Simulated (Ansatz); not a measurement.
# Stack of 2H-WS2 under blue phosphorene, upper layer turned by 180° in a perpendicular field

Aim: how the stack of 2H-WS2 under blue phosphorene, upper layer turned by 180° screens a field along its normal, and what the field does to its bands. A positive field points along +c.

Program: Ansatz 0.2.0. Level of theory: plane-wave DFT, PBE-D3(BJ), Ansatz PAW. Results are calculated unless marked as measured.

This is a report of a sequence of runs, with most program output left out.

## Step 1: The structure

The cell holds 5 atoms: 2 S, 1 W and 2 P. Its edges and angles: a = 3.230 Å, b = 3.230 Å, c = 46.616 Å, α = 90.0°, β = 90.0°, γ = 120.0°. Regions: layer 1: 2H-WS2, 3 atoms (2 S and 1 W); layer 2: blue phosphorene, 2 atoms (2 P). Vacuum lies along c.

Structure file:

```cif
data_structure
_symmetry_space_group_name_H-M 'P 1'
_symmetry_Int_Tables_number 1
_cell_length_a 3.2300
_cell_length_b 3.2300
_cell_length_c 46.6156
_cell_angle_alpha 90.000
_cell_angle_beta 90.000
_cell_angle_gamma 120.000
_cell_volume 421.18
loop_
_atom_site_label
_atom_site_type_symbol
_atom_site_fract_x
_atom_site_fract_y
_atom_site_fract_z
_atom_site_occupancy
S1 S 0.33333 0.66667 0.41617 1
W2 W 0.00000 0.00000 0.45345 1
S3 S 0.33333 0.66667 0.49073 1
P4 P 0.66667 0.33333 0.55723 1
P5 P 0.00000 0.00000 0.58383 1
```

## Step 2: Relaxing the slab

The starting cell is a guess, so the in-plane lattice and the atoms are relaxed first, with the slab cut off from its images along the normal.

File input.yaml:

```yaml
crystal:
  lattice:
    - [3.23, 0.0, 0.0]
    - [-1.615, 2.7972620542, 0.0]
    - [0.0, 0.0, 46.6156202329]
  atoms:
    - { symbol: S, position: [0.3333333333, 0.6666666667, 0.4161695136] }
    - { symbol: W, position: [0.0, 0.0, 0.4534490802] }
    - { symbol: S, position: [0.3333333333, 0.6666666667, 0.4907286467] }
    - { symbol: P, position: [0.6666666667, 0.3333333333, 0.5572299607] }
    - { symbol: P, position: [0.0, 0.0, 0.5838304864] }
  periodic: [true, true, false]
kpoints:
  mp_grid: { grid: [12, 12, 1] }
hamiltonian:
  xc: pbe
  dispersion: d3bj
scf:
  occupations: { method: fermi_dirac, width: 0.05 }
  convergence: { dr2_threshold: 1.0e-09 }
relax:
  f_tol: 0.004
  max_steps: 90
  cell: {}
output:
  write_potential: true
  write_density: true
  volumetric_format: npy
```

On the command line:

```
$ ansatz run input.yaml --threads 2 --pin off --max-ram 4096MiB --backend cpu --events-out ev --progress --plain --runs-dir out
```

Run time: 95 s. Hardware: 2 threads of Arm Neoverse V1, shared host; peak memory 0.64 GiB; 3.1 min of CPU time.

The steps of the relaxation:

```csv
step,energy less that of the first step (eV),largest force component (eV/Å),volume (Å³)
1,0.0000,2.8412,421.18
2,-0.5861,0.2677,417.32
3,-0.5926,0.3376,409.50
4,-0.6007,0.0845,411.95
5,-0.6012,0.0439,411.87
6,-0.6014,0.0122,411.61
7,-0.6014,0.0033,411.60
8*,-0.6011,0.0032,411.60
```

Relaxation steps marked * repeat the geometry before them on a plane-wave basis chosen anew for their cell, so energy and pressure can jump there.

The run keeps the 6 symmetry operations that it works with, so distortions that break them were not tested.

```
cell as run  before  after  change
      a (Å)   3.230  3.193  -1.1 %
      b (Å)   3.230  3.193  -1.1 %
```

The atoms that moved most (Å, along periodic axes as changes of fractional coordinates times the final cell, across vacuum about the mean position):

```csv
atom,dx,dy,dz,length
S1,0.000,0.000,0.237,0.237
S3,0.000,0.000,-0.113,0.113
P4,0.000,0.000,-0.102,0.102
P5,0.000,0.000,-0.085,0.085
W2,0.000,0.000,0.063,0.063
```

The relaxed structure:

```xyz
5
Lattice="3.1931 0.0000 0.0000 -1.5965 2.7653 0.0000 0.0000 0.0000 46.6156" Properties=species:S:1:pos:R:3
S     0.0000    1.8435   19.6366
W     0.0000    0.0000   21.2012
S     0.0000    1.8435   22.7629
P     1.5965    0.9218   25.8735
P     0.0000    0.0000   27.1305
```

The lattice constant a goes from 3.230 to 3.193 Å.

## Step 3: Atoms held, field 0, start network

A sawtooth potential applies the field, turning back in the middle of the vacuum. With the dipole correction the typed value is the field outside the slab. The induced dipole is small, so the SCF threshold is tight.

The cell differs from the one that the last finished run ended in (c 46.616 → 25.494 Å).

File input.yaml:

```yaml
crystal:
  lattice:
    - [3.1930604429, 0.0, 0.0]
    - [-1.5965302215, 2.7652714594, 0.0]
    - [0.0, 0.0, 25.4939366541]
  atoms:
    - { symbol: S, position: [0.3333333333, 0.6666666667, 0.3530251182] }
    - { symbol: W, position: [0.0, 0.0, 0.4143962817] }
    - { symbol: S, position: [0.3333333333, 0.6666666667, 0.4756563728] }
    - { symbol: P, position: [0.6666666667, 0.3333333333, 0.5976672795] }
    - { symbol: P, position: [0.0, 0.0, 0.6469748818] }
kpoints:
  mp_grid: { grid: [18, 18, 1] }
  band_path:
    path: [[0, 0, 0], [0.5, 0, 0], [0.33333333, 0.33333333, 0], [0, 0, 0]]
    npoints: 16
hamiltonian:
  xc: pbe
  dispersion: d3bj
scf:
  occupations: { method: fermi_dirac, width: 0.02585 }
  convergence: { dr2_threshold: 1.0e-10 }
efield:
  axis: 3
  dipole_correction: true
  ramp_position: 0.97
  ramp_width: 0.06
  amplitude: 0
output:
  dos: { projected: true, e_range: [-6, 5] }
  write_potential: true
  write_density: true
  volumetric_format: npy
  elf: true
```

The job ended after 22 s (2 threads; peak memory 0.55 GiB; 43 s of CPU time).

Numbers from this step:

```yaml
gap_on_the_k_mesh: 1.200 eV
dipole_along_the_normal: 0.002859 e·Å
gap_along_the_path: 1.200 eV
smallest_direct_gap_along_the_path: 1.525 eV
step_between_the_vacuum_levels: -0.05860 eV
ionisation_energy_upper_face: 5.361 eV
electron_affinity_upper_face: 4.162 eV
ionisation_energy_lower_face: 5.420 eV
gap_the_smaller_of_path_and_mesh: 1.200 eV
```

Running mean over a fixed 2.7 Å (it still follows the layers) of the planar mean; the ramp of the sawtooth is left out. Table of electron's electrostatic potential energy less the Fermi level by z:

```
z (Å)  electron's electrostatic potential energy less the Fermi level (eV)
    3                                                                 4.83
    4                                                                 4.83
    5                                                                 4.83
    6                                                                 4.80
    7                                                                 4.05
    8                                                               -0.372
    9                                                                -6.01
   10                                                                -11.6
   11                                                                -11.6
   12                                                                -7.10
   13                                                                -1.55
   14                                                                -1.56
   15                                                                -6.62
   16                                                                -10.3
   17                                                                -4.87
   18                                                                 1.39
   19                                                                 4.53
   20                                                                 4.76
   21                                                                 4.77
   22                                                                 4.78
```

The density of states has structure finer than the step of the table below, so its rows give means over 0.2 eV, whole bins alone (the curve runs from -6 to 2.02 eV). Peaks (eV: height): -5.37: 8.79, -5.20: 11.8, -4.35: 8.21, -1.62: 10.5, 1.22: 7.32, 1.36: 6.95, 1.75: 12.6.

Density of states against energy, zero at the Fermi level of the run, which the smearing sets inside the gap; means over each step:

energy (eV), density of states (states/eV a cell) and a bar:
```
     -5.8        3.1 ###########
     -5.6        1.5 #####
     -5.4        5.2 ###################
     -5.2        5.5 ####################
     -5.0        2.4 #########
     -4.8        2.5 #########
     -4.6        2.5 #########
     -4.4        5.4 ###################
     -4.2        4.4 ################
     -4.0        2.9 ##########
     -3.8        3.1 ###########
     -3.6        3.0 ###########
     -3.4        2.4 ########
     -3.2        4.9 #################
     -3.0        3.8 ##############
     -2.8        3.5 ############
     -2.6        5.1 ##################
     -2.4        3.8 ##############
     -2.2        1.8 #######
     -2.0        2.1 #######
     -1.8        3.6 #############
     -1.6        4.6 ################
     -1.4        3.0 ###########
     -1.2        1.8 ######
     -1.0        0.9 ###
     -0.8        0.5 ##
     -0.6        0.3 #
     -0.4        0.0 
     -0.2        0.0 
      0.0        0.0 
      0.2        0.0 
      0.4        0.0 
      0.6        0.2 #
      0.8        1.3 #####
      1.0        1.8 ######
      1.2        3.7 #############
      1.4        3.4 ############
      1.6        4.3 ###############
      1.8        8.4 ##############################
```

Projected DOS per atom over height of the atomic layer and energy from the Fermi level. Layers: S W S P P from below.

Values in states/eV, 22 rows by 5 columns, each cell a mean:
```
0.88 3.29 0.87 0.67 0.66
0.48 1.56 0.39 0.47 0.48
0.18 0.79 0.18 0.59 0.60
0.01 0.05 0.01 0.34 0.34
0.00 0.00 0.00 0.00 0.00
0.00 0.00 0.00 0.00 0.00
0.00 0.00 0.00 0.00 0.00
0.03 0.20 0.10 0.05 0.04
0.07 0.57 0.20 0.20 0.19
0.32 1.13 0.33 0.84 0.82
0.55 1.57 0.30 0.55 0.55
0.32 0.35 0.25 0.53 0.54
1.28 0.44 1.20 0.74 0.81
1.15 0.61 1.05 0.37 0.44
1.00 0.84 1.02 0.46 0.51
0.55 0.72 0.59 0.56 0.55
0.59 0.73 0.60 0.58 0.57
1.32 1.20 1.32 0.48 0.50
0.50 0.45 0.47 0.52 0.52
0.90 0.86 0.96 0.62 0.68
0.97 0.84 0.89 0.50 0.47
0.48 0.38 0.54 0.60 0.51
```
Columns: height of the atomic layer (Å) from 9 to 16.5 (not evenly spaced); rows upwards: energy from the Fermi level (eV) from -5.96 to 1.96.

The electronic bands at the labelled points (eV, zero at the Fermi level of the run, which the smearing sets inside the gap):

| point | band 15 | band 16 | band 17 | band 18 | band 19 | band 20 | band 21 | band 22 |
| --- | --- | --- | --- | --- | --- | --- | --- | --- |
| Γ | -1.78 | -1.18 | -1.18 | -0.59 | 1.94 | 1.94 | 2.11 | 2.11 |
| halfway | -2.68 | -2.65 | -1.82 | -1.30 | 1.03 | 1.57 | 1.62 | 2.27 |
| M | -3.34 | -2.61 | -2.23 | -1.80 | 0.78 | 1.75 | 1.89 | 2.42 |
| halfway | -3.73 | -3.20 | -2.64 | -1.34 | 1.37 | 1.62 | 2.56 | 2.90 |
| K | -3.31 | -3.22 | -3.16 | -0.91 | 0.61 | 0.85 | 2.40 | 3.12 |
| halfway | -3.22 | -2.37 | -1.78 | -1.36 | 1.19 | 1.80 | 2.05 | 2.47 |
| Γ | -1.78 | -1.18 | -1.18 | -0.59 | 1.94 | 1.94 | 2.11 | 2.11 |

ELF in the ca plane at fractional y = 1.000, with atoms of W and P within 0.2 Å of it. It is the smooth field of the valence electrons, not physical close to the nuclei.

Ten even steps from '0' (0.00) to '9' (0.97), each cell a mean:
```
00000000000000000001224645622100000013541289
00000000000000000124442465334431001235777799
00000000000000012467764222357764003666776665
00000000000000014677776433577775114776653210
00000000000000013677775322467775104776654332
00000000000000001245653233246652002456777788
00000000000000000012323666423210000124664599
00000000000000000001125614632100000013520189
```
Columns run along c (16.0 Å, from fractional 0.07 to 0.70 of the cell), rows up along a (3.2 Å). Atoms in or near the plane, at fractional coordinates: W at (0.41, 0.00), P at (0.65, 0.00).

Electrostatic potential energy in the ca plane at fractional y = 1.000, with atoms of W and P within 0.2 Å of it. With pseudopotentials it is smooth inside the atoms' cores, unlike the true potential.

Values in eV, 5 rows by 16 columns, each cell a mean:
```
  6   6   5   2 -34 -44  -1   5   5   2 -29 -34   4   6   6   6
  6   6   4  -1  -7 -10  -2   3   4  -2  -5  -2   5   6   6   6
  6   6   4  -5  -1  -1  -5   2   4  -5  -2   2   5   6   6   6
  6   6   5   0 -14 -20  -1   4   5   0  -9 -10   5   6   6   6
  6   6   5   2 -40 -50  -2   5   5   2 -36 -42   3   6   6   6
```
Columns run along c (16.0 Å, from fractional 0.22 to 0.85 of the cell; values clipped at the 3rd and 97th percentile), rows up along a (3.2 Å). Atoms in or near the plane, at fractional coordinates: W at (0.41, 0.00), P at (0.65, 0.00).

Valence density in the ca plane at fractional y = 1.000, with atoms of W and P within 0.2 Å of it. It is the smooth field of the valence electrons, not physical close to the nuclei.

Ten steps, logarithmic in the rise over the least value, from '0' (0.0 e/Å³) to '9' (5.0 e/Å³), each cell a mean:
```
00000000000000000012347999853211001123554455
00000000000000000123445788644321111234555553
00000000000000000134444454444432112344444432
00000000000000001234554434455543112344443321
00000000000000001234554444445542112344444321
00000000000000000123444566544432111234555543
00000000000000000112346899753321001224555554
00000000000000000012347999853211000123552355
```
Columns run along c (16.0 Å, from fractional 0.07 to 0.70 of the cell), rows up along a (3.2 Å). Atoms in or near the plane, at fractional coordinates: W at (0.41, 0.00), P at (0.65, 0.00).

The gap is 1.20 eV, with the valence edge 5.36 eV and the conduction edge 4.16 eV under the upper vacuum level. Spin-orbit coupling, left out in this run, matters for the bands of elements this heavy.

## Step 4: Atoms held, field 0.1 V/Å

Edit input.yaml of step 3 so:

```diff
@@ -25,7 +25,6 @@
   dipole_correction: true
-  ramp_position: 0.97
-  ramp_width: 0.06
-  amplitude: 0
+  ramp_position: 0.9518
+  ramp_width: 0.0973
+  amplitude: 0.1
 output:
-  dos: { projected: true, e_range: [-6, 5] }
   write_potential: true
@@ -33,2 +32 @@
   volumetric_format: npy
-  elf: true
```

Wall time 23 s (2 threads); peak memory 0.53 GiB; 46 s of CPU time.

The dipole is 0.0466 e·Å, 0.0438 e·Å from its value without field, and the gap 1.258 eV.

## Step 5: Atoms held, field -0.1 V/Å

Edit input.yaml of step 4 so:

```diff
@@ -27,3 +27,3 @@
   ramp_width: 0.0973
-  amplitude: 0.1
+  amplitude: -0.1
 output:
```

Elapsed: 23 s, on 2 threads; peak memory 0.53 GiB.

The dipole is -0.0409 e·Å, -0.0437 e·Å from its value without field, and the gap 1.139 eV.

## Step 6: Response, atoms held

This step: plane-wave DFT, PBE-D3(BJ), Ansatz PAW; response to a field along the normal, atoms held (Ansatz 0.2.0).

The dipoles give the slope, and the difference of two potentials shows where the field is screened.

Numbers from this step:

```
equivalent conductor thickness p/(ε₀AE) : 8.964 Å
distance between the outer atoms        : 7.494 Å
```

Dipole of the cell against applied field:

```
applied field (V/Å)  dipole of the cell (e·Å)
            -0.1000                   -0.0409
             0.0000                   0.00286
             0.1000                    0.0466
```

Local field over the applied field, running mean. From the potentials at -0.1 and 0.1 V/Å; running mean over 2.8 Å. Table of local field over applied field by z:

z (Å), local field over applied field and a bar:
```
      4.5      0.999 ##############################
      5.0      0.996 ##############################
      5.5      0.988 ##############################
      6.0      0.965 #############################
      6.5      0.910 ###########################
      7.0      0.803 ########################
      7.5      0.657 ###################
      8.0      0.496 ##############
      8.5      0.334 #########
      9.0      0.199 #####
      9.5      0.105 ##
     10.0      0.059 #
     10.5      0.042 
     11.0      0.050 
     11.5      0.075 #
     12.0      0.123 ###
     12.5      0.185 ####
     13.0      0.233 ######
     13.5      0.248 ######
     14.0      0.239 ######
     14.5      0.196 #####
     15.0      0.129 ###
     15.5      0.077 #
     16.0      0.070 #
     16.5      0.135 ###
     17.0      0.258 #######
     17.5      0.418 ############
     18.0      0.582 #################
     18.5      0.738 ######################
     19.0      0.865 ##########################
     19.5      0.941 ############################
     20.0      0.976 #############################
     20.5      0.991 ##############################
     21.0      0.997 ##############################
```

Electrons, planar mean, per unit field. Induced electron density against z:

```
z (Å)  induced electron density (e/Å³ per V/Å)
  4.5                                   4.4e-6
  5.0                                   1.4e-5
  5.5                                   4.4e-5
  6.0                                   1.3e-4
  6.5                                   3.7e-4
  7.0                                   9.9e-4
  7.5                                  0.00230
  8.0                                  0.00359
  8.5                                  0.00204
  9.0                                   9.9e-4
  9.5                                   3.6e-4
 10.0                                  -5.5e-4
 10.5                                   1.6e-4
 11.0                                   3.6e-4
 11.5                                  -1.2e-4
 12.0                                  -7.1e-4
 12.5                                 -0.00106
 13.0                                 -0.00201
 13.5                                  -3.5e-4
 14.0                                  0.00165
 14.5                                  0.00172
 15.0                                   5.3e-4
 15.5                                   8.5e-4
 16.0                                  -5.2e-4
 16.5                                  -7.4e-4
 17.0                                 -0.00136
 17.5                                 -0.00342
 18.0                                 -0.00281
 18.5                                 -0.00145
 19.0                                  -6.3e-4
 19.5                                  -2.5e-4
 20.0                                  -9.4e-5
 20.5                                  -3.3e-5
 21.0                                  -1.1e-5
```

The smaller of the gaps on the path and on the k-mesh, counted as 0 under 0.03 eV. The gap by applied field:

```
applied field (V/Å)  gap (eV)
            -0.1000      1.14
             0.0000      1.20
             0.1000      1.26
```

By hand: between -0.1 and 0.1 V/Å the dipole changes by 0.08748 e·Å, a slope of 0.4374 e·Å²/V. A perfect conductor of thickness t has p = ε₀AEt, so t = 180.95 × 0.4374 / 8.830 = 8.96 Å (e/ε₀ = 180.95 V·Å, A in Å²).

The induced dipole is that of a conductor 8.96 Å thick.

## Step 7: Results

| Item | Value |
| --- | --- |
| gap without field | 1.20 eV |
| ionisation energy, upper face | 5.36 eV |
| electron affinity, upper face | 4.16 eV |
| step between the vacuum levels | -0.0586 eV |
| equivalent conductor thickness, atoms held | 8.96 Å |

What this shows: The induced dipole equals that of a perfect conductor 8.96 Å thick, while the outer atoms lie 7.49 Å apart; an out-of-plane ε follows only once a thickness t is chosen, by 1 − 1/ε = 8.96 Å / t. The two faces differ: the vacuum level above lies 0.06 eV lower than the one below. The gap goes from 1.20 eV to 1.14 eV at -0.1 V/Å. With the field reversed the gap is 1.26 eV at 0.1 V/Å. Semilocal functionals give gaps that are too small, and excitons are not included. Spin-orbit coupling is left out, which matters for the bands of elements this heavy.

[Logs are printed without paths, hosts, clocks, repeated set-up lines and the standing remarks that a program may print on its own settings, such as how far it seeks lower states.]

[Hosts, paths, dates, database ids (printed as entryN), source tags and the programs' standing remarks are cut or masked in the printed files.]

[Maps of the electrostatic potential energy from Ansatz leave out the sawtooth potential of an applied field or a dipole correction, so their vacuum need not be flat; planar profiles and work functions include it.]
